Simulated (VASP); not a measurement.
# Si (I4_1/amd) in VASP: further runs

The runs below take Si through single point, with PBE.

All numbers are computed with VASP 6.6.1; they aren't measurements. Logs are shortened: lines on timing, memory, paths and dates and some standing lists are left out, and cuts for length are marked.

### 1 Starting point

Symmetry: I4_1/amd, No. 141, tetragonal system. Conventional cell: a = 4.743 Å, b = 4.743 Å, c = 2.659 Å, α = 90.00°, β = 90.00°, γ = 90.00°. Si (site symmetry -4m2) has 6 Si at 2.46 to 2.66 Å as nearest neighbours.

This isn't the form of Si at room conditions, which is diamond.

### 2 Single point, PBE

File INCAR:

```
SYSTEM = Si
ADDGRID  = .False.      
ALGO     = Normal         ! electronic algorithm
EDIFF    = 1E-5           ! SCF threshold, eV
ENCUT    = 450            ! plane-wave cutoff, eV
GGA      = PE             ! functional
ISIF     = 2              ! what is computed and relaxed
ISMEAR   = 0              ! smearing method
LASPH    = .True.         ! aspherical terms in the spheres
LCHARG   = .False.        ! write CHGCAR
LREAL    = .False.        ! projectors in reciprocal space
LWAVE    = .False.        ! write WAVECAR
NELM     = 100            ! most SCF steps
PREC     = Accurate       ! precision mode
SIGMA    = 0.05           ! smearing width, eV
```

File KPOINTS:

```
k-points
0
Gamma
  6 6 6
  0 0 0
```

File POSCAR:

```
Si
1.0
   -2.3713723045      2.3713723045      1.3292653899
    2.3713723045     -2.3713723045      1.3292653899
    2.3713723045      2.3713723045     -1.3292653899
Si
2
Direct
    0.5000000000      0.5000000000      0.0000000000
    0.2500000000      0.7500000000      0.5000000000
```

Potentials or basis: VASP PAW PBE potentials, release 64 (Si).

The run is started by

```
cat potpaw_PBE.64/Si/POTCAR > POTCAR
mpirun -np 1 vasp_std > vasp.out
```

OUTCAR:

```text
SYSTEM = Si
   EDIFF = 1E-5
   ENCUT = 450
   GGA = PE
   ISIF = 2
   ISMEAR = 0
   LASPH = .True.
   LREAL = .False.
   NELM = 100
   PREC = Accurate

 Found     30 irreducible k-points:

 Following reciprocal coordinates:
            Coordinates               Weight
  0.000000  0.000000  0.000000      1.000000
  0.166667  0.000000  0.000000      8.000000
  0.333333 -0.000000  0.000000      8.000000
  0.500000 -0.000000  0.000000      4.000000
  0.166667  0.166667  0.000000      8.000000
  0.333333  0.166667  0.000000     16.000000
   k-points           NKPTS =     30   k-points in BZ     NKDIM =     30   number of bands    NBANDS=      8
   number of dos      NEDOS =    301   number of ions     NIONS =      2
   total plane-waves  NPLWV =  21952
   dimension x,y,z NGX =    28 NGY =   28 NGZ =   28
   dimension x,y,z NGXF=    56 NGYF=   56 NGZF=   56
   ions per type =               2
   NGX,Y,Z   is equivalent  to a cutoff of  12.90, 12.90, 12.90 a.u.
   NGXF,Y,Z  is equivalent  to a cutoff of  25.81, 25.81, 25.81 a.u.
 SYSTEM =  Si
   PREC   = accura    normal or accurate (medium, high low for compatibility)
   ISTART =      0    job   : 0-new  1-cont  2-samecut
   ICHARG =      2    charge: 1-file 2-atom 10-const
   ISPIN  =      1    spin polarized calculation?
   LNONCOLLINEAR =      F non collinear calculations
   LSORBIT =      F    spin-orbit coupling
   LASPH  =      T    aspherical Exc in radial PAW
   ENCUT  =  450.0 eV  33.07 Ry    5.75 a.u.   6.24  6.24  6.24*2*pi/ulx,y,z
   NELM   =    100;   NELMIN=  2; NELMDL= -5     # of ELM steps
   EDIFF  = 0.1E-04   stopping-criterion for ELM
   LREAL  =      F    real-space projection
   EDIFFG = 0.1E-03   stopping-criterion for IOM
   NSW    =      0    number of steps for IOM
   IBRION =     -1    ionic relax: 0-MD 1-quasi-New 2-CG
[... 14 lines left out ...]
     AMIX     =   0.40;   BMIX     =  1.00
     AMIX_MAG =   1.60;   BMIX_MAG =  1.00
  volume/ion in A,a.u.               =      14.95       100.89
  Fermi-wavevector in a.u.,A,eV,Ry     =   1.054908  1.993486 15.140973  1.112830
  Thomas-Fermi vector in A             =   2.190086
   LORBIT       =      0    0 simple, 1 ext, 2 COOP (PROOUT), +10 PAW based schemes
   GGA     = PE    functional components
[... 5 lines left out ...]
 non-spin polarized calculation
 Gauss-broadening in eV      SIGMA  =   0.05
  energy-cutoff  :      450.00
  volume of cell :       29.90
 maximum number of plane-waves:       660
 NGX is ok and might be reduce to    28
   NGX = 13   NGY = 13   NGZ = 13

 number of electron       8.0000000 magnetization

 Free energy of the ion-electron system (eV)
  ---------------------------------------------------
  ext. energy  EPLUGINS =         0.00000000
  ---------------------------------------------------
  free energy    TOTEN  =       -10.20164451 eV

  energy without entropy =      -10.20039386  energy(sigma->0) =      -10.20101919

 E-fermi :   9.5594     XC(G=0): -10.9858

 val. band max:        9.5128254184   @ k =   0.3333   0.1667   0.0000
 cond. band min:       9.6744157674   @ k =  -0.1667   0.3333   0.1667
 fundamental gap:      0.1615903490
 Fermi energy:         9.5593826562

 k-point     1 :       0.0000    0.0000    0.0000
  band No.  band energies     occupation
      1      -4.5125      2.00000
      2       6.9483      2.00000
      3       6.9483      2.00000
      4       7.6479      2.00000
      5      10.9520      0.00000
      6      16.9133      0.00000
      7      18.5276      0.00000
      8      18.5404      0.00000

 k-point     2 :       0.1667    0.0000    0.0000
  band No.  band energies     occupation
      1      -3.7702      2.00000
      2       5.9391      2.00000
      3       6.7226      2.00000
      4       9.8182      0.00000
      5      12.4908      0.00000
      6      13.4206      0.00000
      7      14.1571      0.00000
      8      16.5600      0.00000

 k-point     3 :       0.3333   -0.0000    0.0000
  band No.  band energies     occupation
      1      -1.5673      2.00000
      2       5.8382      2.00000
      3       6.9469      2.00000
      4       7.2544      2.00000
      5      10.3275      0.00000
      6      12.3029      0.00000
      7      13.9149      0.00000
      8      14.7290      0.00000

 k-point     4 :       0.5000   -0.0000    0.0000
  band No.  band energies     occupation
      1       1.6354      2.00000
      2       2.4920      2.00000
      3       7.2831      2.00000
      4       7.5571      2.00000
      5       7.9011      2.00000
      6      10.4434      0.00000
      7      13.9990      0.00000
      8      14.9228      0.00000

 k-point     5 :       0.1667    0.1667    0.0000
  band No.  band energies     occupation
      1      -1.9155      2.00000
      2       6.0527      2.00000
      3       8.0634      2.00000
      4       8.5421      2.00000
      5       9.8652      0.00000
      6      11.6542      0.00000
      7      13.2188      0.00000
      8      13.5287      0.00000

 k-point     6 :       0.3333    0.1667    0.0000
  band No.  band energies     occupation
      1       1.2849      2.00000
      2       3.4936      2.00000
      3       5.4024      2.00000
      4       7.2095      2.00000
      5       9.5128      1.81211
      6      11.5260      0.00000
      7      12.6336      0.00000
      8      15.8153      0.00000

 [... further k-points ...]
[... 5 lines left out ...]
  --------------------------------------------------------------------------------------
  -------------------------------------------------------------------------------------
  Total        0.9857782      0.9857782     -0.3567692      0.0000000      0.0000000      0.0000000
  in kB       52.8224609     52.8224609    -19.1173071      0.0000000      0.0000000      0.0000000
  external PRESSURE =      28.8425382 kB  Pullay stress =       0.0000000 kB

 VOLUME and BASIS-vectors are now :
 -----------------------------------------------------------------------------
  energy-cutoff  :      450.00
  volume of cell :       29.90
      direct lattice vectors                 reciprocal lattice vectors
    -2.371372304  2.371372304  1.329265390     0.000000000  0.210848376  0.376147610
     2.371372304 -2.371372304  1.329265390     0.210848376  0.000000000  0.376147610
     2.371372304  2.371372304 -1.329265390     0.210848376  0.210848376  0.000000000

 POSITION                                       TOTAL-FORCE (eV/Angst)
 -----------------------------------------------------------------------------------
      0.00000      0.00000      1.32927         0.000000      0.000000      0.000000
      2.37137     -0.00000      0.66463        -0.000000     -0.000000     -0.000000
 -----------------------------------------------------------------------------------
    total drift:                                0.000000      0.000000      0.000000

  FREE ENERGIE OF THE ION-ELECTRON SYSTEM (eV)
  ---------------------------------------------------
  free  energy   TOTEN  =       -10.2016445096 eV

  energy  without entropy=      -10.2003938615  energy(sigma->0) =      -10.20101919
```

Wall time 4.9 s (1 thread of Intel Xeon Platinum 8488C (Sapphire Rapids), shared host); peak memory 0.14 GiB.

The run converged, but some of its settings lie outside the range that counts as converged, so its numbers aren't taken as properties of the crystal.

What came out:

| Property | Result |
| --- | --- |
| Free energy | -10.2016 eV |
| Pressure | 2.9 GPa |
| Band gap on the k mesh | none (metal or under the smearing width) |

Caveat: the k mesh is coarse (spacing up to 0.45 Å⁻¹), so the values aren't converged.

### 3 Single point, PBE

INCAR: that of step 2 with these lines changed.

```diff
@@ -1,5 +1,5 @@
 SYSTEM = Si
-ADDGRID  = .False.      
+ADDGRID  = .True.       
 ALGO     = Normal         ! electronic algorithm
-EDIFF    = 1E-5           ! SCF threshold, eV
+EDIFF    = 1E-6           ! SCF threshold, eV
 ENCUT    = 450            ! plane-wave cutoff, eV
```

KPOINTS is that of step 2.

POSCAR is that of step 2.

Potentials or basis: VASP PAW PBE potentials, release 64 (Si).

The run is started by

```
cat potpaw_PBE.64/Si/POTCAR > POTCAR
mpirun -np 1 vasp_std > vasp.out
```

Run time: 6.8 s. Hardware: 1 thread of Intel Xeon Platinum 8488C (Sapphire Rapids), shared host; peak memory 0.2 GiB.

These settings aren't checked as converged: the numbers below hold their error.

Results:

```
Free energy            : -10.2016 eV
Pressure               : 2.9 GPa
Band gap on the k mesh : none (metal or under the smearing width)
```

Caveat: the k mesh is coarse (spacing up to 0.45 Å⁻¹), so the values aren't converged.

### 4 Single point, PBE

INCAR: that of step 3 with these lines changed.

```diff
@@ -1,3 +1,3 @@
 SYSTEM = Si
-ADDGRID  = .True.       
+ADDGRID  = .False.      
 ALGO     = Normal         ! electronic algorithm
@@ -8,3 +8,3 @@
 ISMEAR   = 0              ! smearing method
-LASPH    = .True.         ! aspherical terms in the spheres
+LASPH    = .False.        ! aspherical terms in the spheres
 LCHARG   = .False.        ! write CHGCAR
```

KPOINTS is that of step 3.

POSCAR is that of step 3.

The run is started by

```
cat potpaw_PBE.64/Si/POTCAR > POTCAR
mpirun -np 1 vasp_std > vasp.out
```

Wall time 5.1 s (1 thread of Intel Xeon Platinum 8488C (Sapphire Rapids), shared host); peak memory 0.14 GiB.

These settings aren't checked as converged: the numbers below hold their error.

Results:

| Item | Value |
| --- | --- |
| Free energy | -10.2017 eV |
| Pressure | 2.9 GPa |
| Band gap on the k mesh | none (metal or under the smearing width) |

Caveat: the k mesh is coarse (spacing up to 0.45 Å⁻¹), so the values aren't converged.

### 5 For comparison

An earlier run on the cell as given: functional PBE; potentials or basis VASP PAW PBE potentials, release 64 (Si); cutoff 520 eV; k mesh 11 × 11 × 11; occupations fermi-dirac, width 0.05 eV; no spin polarisation.

* Pressure: 3.1 GPa
* Band gap on the k mesh: none (metal or under the smearing width)
